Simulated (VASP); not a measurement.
Energy against volume of ZnTe (zinc blende). These are r2SCAN+rVV10, VASP's PBE PAW potentials (set 64) (plane waves; VASP 6.6.1) values and carry that method's errors. Run with 520 eV cut-off, 8×8×8 Γ-centred mesh, Gaussian smearing of 0.050 eV, potentials Zn Te.

```
V (Å³/atom)  E (eV/atom)
-----------  -----------
26.509         -17.42146
27.355         -17.43554
28.201         -17.43985
29.047         -17.43586
```

Task: Fit these four points and predict the energy of the run at 29.893 Å³/atom.

Result: A cubic in V^(−2/3), the third-order Birch-Murnaghan form, passes through the four points with V0 = 28.19 Å³/atom and B0 = 52 GPa, and gives -17.4248 eV/atom there. The run gave -17.4251 eV/atom, -0.3 meV/atom from the fit; all five points give B0 = 52 GPa.

The compound is ZnTe in the zinc blende structure. It was relaxed first.
